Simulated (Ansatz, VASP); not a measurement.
## Two plane-wave programs on Cr

INCAR

```
SYSTEM = Cr
ALGO     = Fast           ! electronic algorithm
EDIFF    = 1E-6           ! SCF threshold, eV
EDIFFG   = -0.01          ! ionic threshold
ENCUT    = 600            ! plane-wave cutoff, eV
GGA      = PS             ! functional
IBRION   = 2              ! ionic algorithm
ISIF     = 3              ! what is computed and relaxed
ISMEAR   = 0              ! smearing method
LASPH    = .True.         ! aspherical terms in the spheres
LCHARG   = .False.        ! write CHGCAR
LREAL    = .False.        ! projectors in reciprocal space
LWAVE    = .False.        ! write WAVECAR
NELM     = 100            ! most SCF steps
NSW      = 80             ! ionic steps
PREC     = Accurate       ! precision mode
SIGMA    = 0.1            ! smearing width, eV
```

KPOINTS

```
k-points
0
Gamma
  20 20 20
  0 0 0
```

Contents of POSCAR:

```
Cr
1.0
   -1.4077349150      1.4077349150      1.4077349150
    1.4077349150     -1.4077349150      1.4077349150
    1.4077349150      1.4077349150     -1.4077349150
Cr
1
Direct
    0.0000000000      0.0000000000      0.0000000000
```

Input for Ansatz:

```yaml
crystal:
  lattice:
    - [-1.4077349231, 1.4077349231, 1.4077349231]
    - [1.4077349231, -1.4077349231, 1.4077349231]
    - [1.4077349231, 1.4077349231, -1.4077349231]
  atoms:
    - { symbol: Cr, position: [0.0, 0.0, 0.0] }
basis:
  ecutwfc: 420
kpoints:
  mp_grid: { grid: [20, 20, 20] }
hamiltonian:
  xc: pbesol
scf:
  occupations: { method: gaussian, width: 0.1 }
output:
  forces: true
  stress: true
  eigenvalues: true
relax:
  adjacent_minimum: "off"
  f_tol: 0.01
  max_steps: 60
  cell: { stress_tol: 0.1 }
```

Alike in both runs: task relaxation of cell and atoms; functional PBEsol; k mesh 20 × 20 × 20; occupations gaussian, width 0.1 eV; no spin polarisation.

|  | VASP | Ansatz |
| --- | --- | --- |
| version | VASP 6.6.1 | Ansatz 0.2.0 |
| potentials or method | VASP PAW PBE potentials, release 64 (Cr_pv) | scalar-relativistic, plane waves, PAW |
| plane-wave cutoff (eV) | 600 | 420 |
| valence electrons in the cell | 12 | 14 |

|  | VASP | Ansatz | Ansatz less VASP |
| --- | --- | --- | --- |
| gap on the k mesh at the Fermi level, each at its own relaxed structure (eV) | none | none | - |
| relaxed volume (Å³/atom) | 11.12 | 11.15 | +0.029 |
| relaxed cell length with the largest relative difference (Å) | 2.435 | 2.437 | +0.0021 |

A gap of «none» marks a metal or a gap that the smearing closes. The two sets of potentials don't hold the same shells in valence.

Caveats: the PAW data sets were made with another functional, which shifts forces and pressure a little (VASP); the run has no spin polarisation, though such a crystal can be magnetic. Spin polarisation is off, so any magnetic state and its effect on volume and gap are missing.
